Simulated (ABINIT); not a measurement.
# NaCl (Fm-3m): G0W0 in ABINIT against the bands in the screening

How does the gap of NaCl (Fm-3m) converge in the bands in the screening?

Method: PBE and many-body steps on it, plane waves, in ABINIT 10.8.3.

Report form: the programs' logs are mostly left out.

The database entry behind the starting cell differs from later determinations by our own check (an axis about 0.4 % short against later determinations), so it need not match the best structure at ambient conditions.

### Step 1. Set-up

Symmetry: Fm-3m, No. 225, cubic system. The conventional cell has a = 5.620 Å, b = 5.620 Å, c = 5.620 Å, α = 90.00°, β = 90.00°, γ = 90.00°. Nearest to Na lie 6 Cl at 2.81 Å. Nearest to Cl lie 6 Na at 2.81 Å. Farther neighbours and most contacts between anions are not listed.

The cell and positions come from the Crystallography Open Database and are kept as given unless a step says otherwise.

### Step 2. Screening, 4×4×4 mesh, 16 bands, screening to 163.3 eV

This step: ABINIT 10.8.3; RPA screening on PBE, plane waves, norm-conserving pseudopotentials.

The RPA dielectric matrix is built and inverted for each q.

run.abi reads:

```
acell 3*1.0 Angstrom
rprim 
  0.000000000000 2.810000000000 2.810000000000
  2.810000000000 0.000000000000 2.810000000000
  2.810000000000 2.810000000000 0.000000000000
ntypat 2
znucl 11 17
natom 2
typat 1 2
xred 
  0.000000000000 0.000000000000 0.000000000000
  0.500000000000 0.500000000000 0.500000000000
pp_dirpath "pseudos"
pseudos "Na.upf, Cl.upf"
ecut 38
ngkpt 4 4 4
nshiftk 1
shiftk 0 0 0
kptopt 1
chksymbreak 0
istwfk *1
occopt 1
irdwfk 1
optdriver 3
nband 16
ecuteps 6
inclvkb 2
awtr 1
symchi 1
indata_prefix "in"
outdata_prefix "out"
tmpdata_prefix "tmp"
```

Command:

```sh
$ OMP_NUM_THREADS=1 mpirun -n 4 abinit run.abi > log
```

Elapsed: 3.9 s, on 4 MPI ranks of Arm Neoverse V1, shared host; peak memory 0.5 GiB.

Numbers from this step:

```yaml
eps_infinity_with_local_fields_on_this_mesh_along_the_program_s_q_direction: 2.323
the_same_without_local_fields: 2.719
plasma_frequency: 22.30 eV
plane_waves_in_the_screening_matrix: 181
```

Local fields lower ε∞ by 15 %. On a Γ-centred mesh this coarse the value itself is usually too large, while a short band sum pulls it down.

### Step 3. 16 bands

This step: G0W0 on PBE, plane waves, norm-conserving pseudopotentials.

run.abi, as its differences from that of step 2:

```diff
@@ -23,8 +23,15 @@
 irdwfk 1
-optdriver 3
-nband 16
+optdriver 4
+nband 80
+gwcalctyp 0
+ecutsigx 38
+symsigma 1
+nkptgw 1
+kptgw 
+  0.0000000000 0.0000000000 0.0000000000
+bdgw 
+  6 12
 ecuteps 6
-inclvkb 2
-awtr 1
-symchi 1
+irdscr 1
+ppmodel 1
 indata_prefix "in"
```

It took 4.7 s on 4 MPI ranks; peak memory 0.58 GiB; 18 s of CPU time.

Numbers from this step:

```yaml
g0w0_gap_on_the_points_computed: 8.114 eV
starting_gap_on_the_mesh: 5.150 eV
k_of_the_valence_top: 0, 0, 0
k_of_the_conduction_bottom: 0, 0, 0
z_at_the_valence_top: 0.81
z_at_the_conduction_bottom: 0.868
least_direct_g0w0_gap_on_the_computed_points: 8.114 eV
```

### Step 4. Screening, 4×4×4 mesh, 24 bands, screening to 163.3 eV

This step: RPA screening on PBE, plane waves, norm-conserving pseudopotentials.

run.abi, as its differences from that of step 3:

```diff
@@ -23,15 +23,8 @@
 irdwfk 1
-optdriver 4
-nband 80
-gwcalctyp 0
-ecutsigx 38
-symsigma 1
-nkptgw 1
-kptgw 
-  0.0000000000 0.0000000000 0.0000000000
-bdgw 
-  6 12
+optdriver 3
+nband 24
 ecuteps 6
-irdscr 1
-ppmodel 1
+inclvkb 2
+awtr 1
+symchi 1
 indata_prefix "in"
```

The job ended after 5.3 s (4 MPI ranks; peak memory 0.53 GiB; 21 s of CPU time).

Numbers from this step:

* ε∞ with local fields, on this mesh, along the program's q direction: 2.348
* the same without local fields: 2.768
* plasma frequency: 22.30 eV
* plane waves in the screening matrix: 181

### Step 5. 24 bands

The self-energy is evaluated for the states that the input lists, and the levels follow from it, in one-shot runs by the linearised quasiparticle equation.

This step: G0W0 on PBE, plane waves, norm-conserving pseudopotentials.

run.abi, as its differences from that of step 4:

```diff
@@ -23,8 +23,15 @@
 irdwfk 1
-optdriver 3
-nband 24
+optdriver 4
+nband 80
+gwcalctyp 0
+ecutsigx 38
+symsigma 1
+nkptgw 1
+kptgw 
+  0.0000000000 0.0000000000 0.0000000000
+bdgw 
+  6 12
 ecuteps 6
-inclvkb 2
-awtr 1
-symchi 1
+irdscr 1
+ppmodel 1
 indata_prefix "in"
```

Wall time 4.6 s (4 MPI ranks); peak memory 0.58 GiB.

This step gave:

```yaml
g0w0_gap_on_the_points_computed: 8.02 eV
starting_gap_on_the_mesh: 5.150 eV
k_of_the_valence_top: 0, 0, 0
k_of_the_conduction_bottom: 0, 0, 0
z_at_the_valence_top: 0.809
z_at_the_conduction_bottom: 0.866
least_direct_g0w0_gap_on_the_computed_points: 8.02 eV
```

The gap on the mesh goes from 5.15 eV to 8.02 eV, a correction of +2.87 eV.

### Step 6. Screening, 4×4×4 mesh, 80 bands, screening to 163.3 eV

This step: RPA screening on PBE, plane waves, norm-conserving pseudopotentials.

run.abi, as its differences from that of step 5:

```diff
@@ -23,15 +23,8 @@
 irdwfk 1
-optdriver 4
+optdriver 3
 nband 80
-gwcalctyp 0
-ecutsigx 38
-symsigma 1
-nkptgw 1
-kptgw 
-  0.0000000000 0.0000000000 0.0000000000
-bdgw 
-  6 12
 ecuteps 6
-irdscr 1
-ppmodel 1
+inclvkb 2
+awtr 1
+symchi 1
 indata_prefix "in"
```

Run time: 16 s. Hardware: 4 MPI ranks; peak memory 0.74 GiB; 64 s of CPU time.

This step gave:

```
ε∞ with local fields, on this mesh, along the program's q direction : 2.381
the same without local fields                                       : 2.795
plasma frequency                                                    : 22.30 eV
plane waves in the screening matrix                                 : 181
```

### Step 7. 80 bands

This step: G0W0 on PBE, plane waves, norm-conserving pseudopotentials.

run.abi, as its differences from that of step 6:

```diff
@@ -23,8 +23,15 @@
 irdwfk 1
-optdriver 3
+optdriver 4
 nband 80
+gwcalctyp 0
+ecutsigx 38
+symsigma 1
+nkptgw 1
+kptgw 
+  0.0000000000 0.0000000000 0.0000000000
+bdgw 
+  6 12
 ecuteps 6
-inclvkb 2
-awtr 1
-symchi 1
+irdscr 1
+ppmodel 1
 indata_prefix "in"
```

Run time: 4.6 s. Hardware: 4 MPI ranks; peak memory 0.58 GiB.

Numbers from this step:

```yaml
g0w0_gap_on_the_points_computed: 7.989 eV
starting_gap_on_the_mesh: 5.150 eV
k_of_the_valence_top: 0, 0, 0
k_of_the_conduction_bottom: 0, 0, 0
least_direct_g0w0_gap_on_the_computed_points: 7.989 eV
```

Against the run before, the gap moves by −0.031 eV.

### Step 8. Screening, 4×4×4 mesh, 174 bands, screening to 163.3 eV

This step: RPA screening on PBE, plane waves, norm-conserving pseudopotentials.

run.abi, as its differences from that of step 7:

```diff
@@ -23,15 +23,8 @@
 irdwfk 1
-optdriver 4
-nband 80
-gwcalctyp 0
-ecutsigx 38
-symsigma 1
-nkptgw 1
-kptgw 
-  0.0000000000 0.0000000000 0.0000000000
-bdgw 
-  6 12
+optdriver 3
+nband 174
 ecuteps 6
-irdscr 1
-ppmodel 1
+inclvkb 2
+awtr 1
+symchi 1
 indata_prefix "in"
```

Run time: 33 s. Hardware: 4 MPI ranks; peak memory 1.1 GiB; 2.2 min of CPU time.

Numbers from this step:

```yaml
eps_infinity_with_local_fields_on_this_mesh_along_the_program_s_q_direction: 2.385
the_same_without_local_fields: 2.800
plasma_frequency: 22.30 eV
plane_waves_in_the_screening_matrix: 181
```

### Step 9. 174 bands

This step: G0W0 on PBE, plane waves, norm-conserving pseudopotentials.

run.abi, as its differences from that of step 8:

```diff
@@ -23,8 +23,15 @@
 irdwfk 1
-optdriver 3
-nband 174
+optdriver 4
+nband 80
+gwcalctyp 0
+ecutsigx 38
+symsigma 1
+nkptgw 1
+kptgw 
+  0.0000000000 0.0000000000 0.0000000000
+bdgw 
+  6 12
 ecuteps 6
-inclvkb 2
-awtr 1
-symchi 1
+irdscr 1
+ppmodel 1
 indata_prefix "in"
```

Wall time 4.7 s (4 MPI ranks); peak memory 0.58 GiB.

This step gave:

```yaml
g0w0_gap_on_the_points_computed: 7.99 eV
starting_gap_on_the_mesh: 5.150 eV
k_of_the_valence_top: 0, 0, 0
k_of_the_conduction_bottom: 0, 0, 0
least_direct_g0w0_gap_on_the_computed_points: 7.99 eV
```

Against the run before, the gap moves by +0.001 eV.

### Step 10. The runs together

Times are wall times on 4 MPI ranks of Arm Neoverse V1, shared host, good to a factor of about two. A run's time includes the screening step that it read.

```csv
run,mesh,bands,screening cutoff (eV),DFT gap (eV),gap on the mesh (eV),direct (eV),ε∞ used,time
16 bands,4×4×4,80,163.3,5.150,8.114,8.114,2.32,8.5 s
24 bands,4×4×4,80,163.3,5.150,8.020,8.020,2.35,9.9 s
80 bands,4×4×4,80,163.3,5.150,7.989,7.989,2.38,21 s
174 bands,4×4×4,80,163.3,5.150,7.990,7.990,2.38,38 s
```

### Step 11. Results

- 16 bands: 8.114 eV
- 24 bands: 8.020 eV
- 80 bands: 7.989 eV
- 174 bands: 7.990 eV
- known limits: not at the basis limit; coarse k mesh

In words: The setting moved: bands in the screening. From 16 bands to 174 bands the gap moves by −0.12 eV, for 4.5 times the time. It holds to 0.03 eV from 24 bands on. Bands and screening cutoff are coupled, so a series along one setting does not show full convergence. Bands and cutoff are finite, so the gap is not at the basis limit. The miss can reach some tenths of an eV and take either sign; the mesh is an error of its own. In the G0W0 runs levels were corrected at 1 k point alone, so a gap called «on the mesh» is the least over those, and an edge elsewhere would be missed. The 4×4×4 mesh is coarse for this cell, which bears on the long-range parts of exchange and screening.

[Paths, hosts, dates, memory and timing lines, banners, echoed tables and standing remarks are left out of the program output.]

[Logs are printed without paths, hosts, clocks, repeated set-up lines and the standing remarks that a program may print on its own settings, such as how far it seeks lower states.]

[Runs of the session that timed out or met a known fault of the program may be left out.]

[Hosts, paths, dates, database ids (printed as entryN), source tags and the programs' standing remarks are cut or masked in the printed files.]

[G0W0 gaps are taken among the corrected bands and points alone; a level outside them can change the order at an edge.]

[Where Ansatz stands beside ABINIT at settings called matched, ABINIT's density can come from a denser mesh and the files from another edition; pairs whose starting gaps differed by over 0.03 eV were left out, so agreement reads better than it is.]
